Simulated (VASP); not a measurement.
# CuAu (P4/mmm) in VASP: settings compared, part 3 of 3

VASP 6.6.1. The steps go on from the part before.

**5. Relaxation of cell and atoms, PBE+D3(BJ)**

Contents of INCAR:

```
SYSTEM = CuAu
ALGO     = Normal         ! electronic algorithm
EDIFF    = 1E-7           ! SCF threshold, eV
EDIFFG   = -0.005         ! ionic threshold
ENCUT    = 600            ! plane-wave cutoff, eV
GGA      = PE             ! functional
IBRION   = 2              ! ionic algorithm
ISIF     = 3              ! what is computed and relaxed
ISMEAR   = 0              ! smearing method
IVDW     = 12             ! dispersion correction
LASPH    = .TRUE.         ! aspherical terms in the spheres
LCHARG   = .FALSE.        ! write CHGCAR
LREAL    = .FALSE.        ! projectors in reciprocal space
LWAVE    = .FALSE.        ! write WAVECAR
NELM     = 60             ! most SCF steps
NSW      = 90             ! ionic steps
PREC     = Accurate       ! precision mode
SIGMA    = 0.1            ! smearing width, eV
```

Contents of KPOINTS:

```
k-points
0
G
  14 14 12
  0 0 0
```

Contents of POSCAR:

```
CuAu
1.0
    2.8507024000      0.0000000000      0.0000000000
    0.0000000000      2.8507024000      0.0000000000
    0.0000000000      0.0000000000      3.5816088600
Cu Au
1 1
Direct
    0.5000000000      0.5000000000      0.5000000000
    0.0000000000      0.0000000000      0.0000000000
```

Potentials or basis: VASP PAW PBE potentials, release 64 (Cu, Au).

Command:

```console
> cat potpaw_PBE.64/Cu/POTCAR potpaw_PBE.64/Au/POTCAR > POTCAR
> mpirun -np 1 vasp_std > vasp.out
```

OUTCAR:

```text
SYSTEM = CuAu
   EDIFF = 1E-7
   EDIFFG = -0.005
   ENCUT = 600
   GGA = PE
   IBRION = 2
   ISIF = 3
   ISMEAR = 0
   IVDW = 12
   LASPH = .TRUE.
   LREAL = .FALSE.
   NELM = 60
   NSW = 90
   PREC = Accurate
 IVDW          = 12

 ion  position               nearest neighbor table
   1  0.500  0.500  0.500-   2 2.70   2 2.70   2 2.70   2 2.70   2 2.70   2 2.70   2 2.70   2 2.70

   2  0.000  0.000  0.000-   1 2.70   1 2.70   1 2.70   1 2.70   1 2.70   1 2.70   1 2.70   1 2.70

  LATTYP: Found a simple tetragonal cell.
 ALAT       =     2.8507024000
 C/A-ratio  =     1.2563952168

  Lattice vectors:

 A1 = (   2.8507024000,   0.0000000000,   0.0000000000)
 A2 = (   0.0000000000,   2.8507024000,   0.0000000000)
 A3 = (   0.0000000000,   0.0000000000,   3.5816088600)

Analysis of symmetry for initial positions (statically):
=====================================================================
 Subroutine PRICEL returns:
 Original cell was already a primitive cell.

 Routine SETGRP: Setting up the symmetry group for a
 simple tetragonal supercell.

 Subroutine GETGRP returns: Found 16 space group operations
 (whereof 16 operations were pure point group operations)
 out of a pool of 16 trial point group operations.

The static configuration has the point symmetry D_4h.

Analysis of symmetry for dynamics (positions and initial velocities):
=====================================================================
 Subroutine PRICEL returns:
 Original cell was already a primitive cell.

 Routine SETGRP: Setting up the symmetry group for a
 simple tetragonal supercell.

 Subroutine GETGRP returns: Found 16 space group operations
 (whereof 16 operations were pure point group operations)
 out of a pool of 16 trial point group operations.

The dynamic configuration has the point symmetry D_4h.

 Subroutine INISYM returns: Found 16 space group operations
 (whereof 16 operations are pure point group operations),
 and found     1 'primitive' translations

----------------------------------------------------------------------------------------

                                     Primitive cell

  volume of cell :      29.1060

  direct lattice vectors                    reciprocal lattice vectors
[... 109 lines left out ...]
  Fermi-wavevector in a.u.,A,eV,Ry     =   1.491266  2.818084 30.257642  2.223874
  Thomas-Fermi vector in A             =   2.603943
   LORBIT       =      0    0 simple, 1 ext, 2 COOP (PROOUT), +10 PAW based schemes
   GGA     = PE    functional components
   LHFCALC =     F    Hartree Fock is set to
   AEXX    =    0.0000 exact exchange contribution
   IVDW    =    12    specifies the selected vdW correction
   LEPSILON=     F    determine dielectric tensor
   LRPA    =     F    only Hartree local field effects (RPA)
 conjugate gradient relaxation of ions
 non-spin polarized calculation
 Gauss-broadening in eV      SIGMA  =   0.10
  energy-cutoff  :      600.00
  volume of cell :       29.11
 maximum number of plane-waves:       996
 NGX is ok and might be reduce to    24
   NGX = 11   NGY = 11   NGZ = 15

--------------------------------------- Ionic step        1  -------------------------------------------

 number of electron      21.9999991 magnetization

 Free energy of the ion-electron system (eV)
  ---------------------------------------------------
  ext. energy  EPLUGINS =         0.00000000
  ---------------------------------------------------
  free energy    TOTEN  =        -7.05651783 eV

  energy without entropy =       -7.05439782  energy(sigma->0) =       -7.05545782

------------------------ aborting loop because EDIFF is reached ----------------------------------------

 Edisp (eV)   -1.22555

 E8    (eV) :    -0.5396
[... 191 lines left out ...]
--------------------------------------- Ionic step        6  -------------------------------------------

 number of electron      21.9999992 magnetization

 Free energy of the ion-electron system (eV)
  ---------------------------------------------------
  ext. energy  EPLUGINS =         0.00000000
  ---------------------------------------------------
  free energy    TOTEN  =        -7.04072256 eV

  energy without entropy =       -7.03880565  energy(sigma->0) =       -7.03976410

 E-fermi :   8.9703     XC(G=0): -12.7550

 val. band max:        8.9643940594   @ k =   0.3571   0.1429   0.5000
 cond. band min:       8.9894972715   @ k =   0.2143   0.0000   0.3333
 fundamental gap:      0.0251032121
 Fermi energy:         8.9702887722

 k-point     1 :       0.0000    0.0000    0.0000
  band No.  band energies     occupation
      1      -0.9369      2.00000
      2       2.3584      2.00000
      3       2.4715      2.00000
      4       4.7722      2.00000
      5       4.7722      2.00000
      6       5.7017      2.00000
      7       6.1998      2.00000
      8       6.8450      2.00000
      9       7.2407      2.00000
     10       7.4556      2.00000
     11       7.4556      2.00000
     12      11.9227      0.00000
     13      18.2194      0.00000
     14      18.3127      0.00000
[... 401 lines left out ...]
      2       3.3070      2.00000
      3       3.6195      2.00000
      4       3.9422      2.00000
      5       4.2450      2.00000
      6       5.2343      2.00000
      7       6.4916      2.00000
      8       6.6219      2.00000
      9       6.7007      2.00000
     10       7.0878      2.00000
     11       7.3858      2.00000
     12      11.3922      0.00000
     13      16.8374      0.00000
     14      17.8412      0.00000
     15      19.4547      0.00000

 [... further k-points ...]

------------------------ aborting loop because EDIFF is reached ----------------------------------------

 Edisp (eV)   -1.24475

 E8    (eV) :    -0.5481
[... 25 lines left out ...]
  FREE ENERGIE OF THE ION-ELECTRON SYSTEM (eV)
  ---------------------------------------------------
  free  energy   TOTEN  =        -8.2854715476 eV

  energy  without entropy=       -8.2835546369  energy(sigma->0) =       -8.28451309

 reached required accuracy - stopping structural energy minimisation
```

CONTCAR:

```text
CuAu
   1.00000000000000
     2.8516042929868903   -0.0000000000000000    0.0000000000000000
     0.0000000000000000    2.8516042929868903    0.0000000000000000
     0.0000000000000000   -0.0000000000000002    3.5260632735035915
  Cu              Au
     1     1
Direct
     0.5000000000000000    0.5000000000000000    0.5000000000000000
     0.0000000000000000    0.0000000000000000    0.0000000000000000

  0.00000000E+00  0.00000000E+00  0.00000000E+00
  0.00000000E+00  0.00000000E+00  0.00000000E+00
```

It took 3.2 min on 1 thread of Intel Xeon Platinum 8488C (Sapphire Rapids), shared host; peak memory 0.29 GiB.

Results:

```
Free energy                            : -8.2855 eV
Relaxed volume                         : 14.34 Å³/atom
Relaxed cell                           : a = 2.852 Å, b = 2.852 Å, c = 3.526 Å, α = 90.00°, β = 90.00°, γ = 90.00°
Space group after relaxing (to 0.05 Å) : P4/mmm (No. 123)
Energy gained by relaxing              : 1.7 meV/atom
Ionic steps                            : 6
Pressure after relaxing                : 0.0 GPa
Band gap on the k mesh                 : none (metal or under the smearing width)
Dispersion energy per atom             : -0.622 eV
```

Step by step:
```tsv
step	energy change (eV)	largest force (eV/Å)	pressure (GPa)	volume (Å³)
1	0.0000	0.0000	-2.27	29.11
2	0.0004	0.0000	2.66	28.25
3	-0.0031	0.0000	0.01	28.68
4	-0.0032	0.0000	0.06	28.68
5	-0.0033	0.0000	0.01	28.68
6	-0.0034	0.0000	0.02	28.67
```

Final structure:
```
CELL_PARAMETERS angstrom
2.85160 0.00000 0.00000
0.00000 2.85160 0.00000
0.00000 0.00000 3.52606
ATOMIC_POSITIONS crystal
Cu 0.50000 0.50000 0.50000
Au 0.00000 0.00000 0.00000
```

Levels at points of the mesh, in eV from the Fermi level:
```csv
k point,band 8,band 9,band 10,band 11,band 12,band 13,band 14,band 15
"(0.00, 0.00, 0.00)",-2.13,-1.73,-1.51,-1.51,2.95,9.25,9.34,9.34
"(0.50, 0.00, 0.00)",-3.04,-2.53,-2.31,-1.06,-0.45,10.20,10.24,11.98
"(0.50, 0.50, 0.00)",-1.78,-1.36,-1.36,0.29,0.29,4.68,6.62,10.63
"(0.00, 0.00, 0.50)",-2.92,-2.47,-2.47,-2.28,-2.12,13.98,14.34,14.34
"(0.50, 0.00, 0.50)",-1.85,-1.57,-1.52,-1.08,-1.07,2.66,4.65,15.52
"(0.50, 0.50, 0.50)",-2.18,-1.86,-1.78,5.15,5.53,5.53,5.84,6.65
```

Caveat: pairwise dispersion overbinds metals, which lowers pressure and volume.

**6. Relaxation of cell and atoms, PBEsol**

Edit INCAR of step 5 so:

```diff
@@ -4,4 +4,4 @@
 EDIFFG   = -0.005         ! ionic threshold
-ENCUT    = 600            ! plane-wave cutoff, eV
-GGA      = PE             ! functional
+ENCUT    = 300            ! plane-wave cutoff, eV
+GGA      = PS             ! functional
 IBRION   = 2              ! ionic algorithm
@@ -9,3 +9,2 @@
 ISMEAR   = 0              ! smearing method
-IVDW     = 12             ! dispersion correction
 LASPH    = .TRUE.         ! aspherical terms in the spheres
```

KPOINTS is that of step 5.

POSCAR is that of step 5.

Potentials or basis: VASP PAW PBE potentials, release 64 (Cu, Au).

Command:

```console
> cat potpaw_PBE.64/Cu/POTCAR potpaw_PBE.64/Au/POTCAR > POTCAR
> mpirun -np 1 vasp_std > vasp.out
```

OUTCAR:

```text
SYSTEM = CuAu
   EDIFF = 1E-7
   EDIFFG = -0.005
   ENCUT = 300
   GGA = PS
   IBRION = 2
   ISIF = 3
   ISMEAR = 0
   LASPH = .TRUE.
   LREAL = .FALSE.
   NELM = 60
   NSW = 90
   PREC = Accurate

 ion  position               nearest neighbor table
   1  0.500  0.500  0.500-   2 2.70   2 2.70   2 2.70   2 2.70   2 2.70   2 2.70   2 2.70   2 2.70

   2  0.000  0.000  0.000-   1 2.70   1 2.70   1 2.70   1 2.70   1 2.70   1 2.70   1 2.70   1 2.70

  LATTYP: Found a simple tetragonal cell.
 ALAT       =     2.8507024000
 C/A-ratio  =     1.2563952168

  Lattice vectors:

 A1 = (   2.8507024000,   0.0000000000,   0.0000000000)
 A2 = (   0.0000000000,   2.8507024000,   0.0000000000)
 A3 = (   0.0000000000,   0.0000000000,   3.5816088600)

Analysis of symmetry for initial positions (statically):
=====================================================================
[... 375 lines left out ...]
  band No.  band energies     occupation
      1      -1.1060      2.00000
      2       2.2497      2.00000
      3       2.3739      2.00000
      4       4.7742      2.00000
      5       4.7742      2.00000
      6       5.7867      2.00000
      7       6.1665      2.00000
      8       6.8608      2.00000
      9       7.2781      2.00000
     10       7.5028      2.00000
     11       7.5028      2.00000
     12      11.6487      0.00000
     13      18.0854      0.00000
     14      18.5413      0.00000
[... 401 lines left out ...]
      2       3.2590      2.00000
      3       3.5370      2.00000
      4       3.9001      2.00000
      5       4.1906      2.00000
      6       5.2437      2.00000
      7       6.5134      2.00000
      8       6.6325      2.00000
      9       6.7258      2.00000
     10       7.1391      2.00000
     11       7.4224      2.00000
     12      11.5337      0.00000
     13      17.0001      0.00000
     14      17.7487      0.00000
     15      19.3948      0.00000

 [... further k-points ...]
[... 5 lines left out ...]
  --------------------------------------------------------------------------------------
  -------------------------------------------------------------------------------------
  Total        0.0093412      0.0093412     -0.0057842      0.0000000      0.0000000      0.0000000
  in kB        0.5298036      0.5298036     -0.3280601      0.0000000      0.0000000      0.0000000
  external PRESSURE =       0.2438490 kB  Pullay stress =       0.0000000 kB
[... 17 lines left out ...]
  FREE ENERGIE OF THE ION-ELECTRON SYSTEM (eV)
  ---------------------------------------------------
  free  energy   TOTEN  =        -8.3761798665 eV

  energy  without entropy=       -8.3739386417  energy(sigma->0) =       -8.37505925

 reached required accuracy - stopping structural energy minimisation
```

It took 98 s on 1 thread of Intel Xeon Platinum 8488C (Sapphire Rapids), shared host; peak memory 0.17 GiB.

The run converged, but some of its settings lie outside the range that counts as converged, so its numbers aren't taken as properties of the crystal.

What came out:

| Property | Result |
| --- | --- |
| Free energy | -8.3762 eV |
| Relaxed volume | 14.12 Å³/atom |
| Relaxed cell | a = 2.823 Å, b = 2.823 Å, c = 3.545 Å, α = 90.00°, β = 90.00°, γ = 90.00° |
| Space group after relaxing (to 0.05 Å) | P4/mmm (No. 123) |
| Energy gained by relaxing | 7.1 meV/atom |
| Ionic steps | 10 |
| Band gap on the k mesh | none (metal or under the smearing width) |

Caveat: the cutoff is under 1.25 times the usual one of these potentials, so pressure, stress and relaxed cells hold a basis-set (Pulay) error; the PAW data sets were made with another functional, which shifts forces and pressure a little.

**7. Summary**

```tsv
level	potentials or basis	gap on the mesh (eV)	pressure (GPa)	relaxed volume (Å³/atom)
PBEsol	VASP PAW PBE potentials, release 64 (Cu, Au)	none	0.0	14.23
LDA	VASP PAW LDA potentials, release 64 (Cu, Au)	none	0.0	13.83
PBE	VASP PAW PBE potentials, release 64 (Cu, Au)	none	0.0	15.00
PBE+D3(BJ)	VASP PAW PBE potentials, release 64 (Cu, Au)	none	0.0	14.34
```

Alike in all rows: task relaxation of cell and atoms; no spin polarisation; cell relaxed; k mesh 14 × 14 × 12; cutoff (eV) 600; smearing gaussian 0.1 eV.

Caveats: the PAW data sets were made with another functional, which shifts forces and pressure a little (some runs); pairwise dispersion overbinds metals, which lowers pressure and volume (some runs).

Total energies depend on the potentials used, so only differences within one code and one set of settings carry meaning.
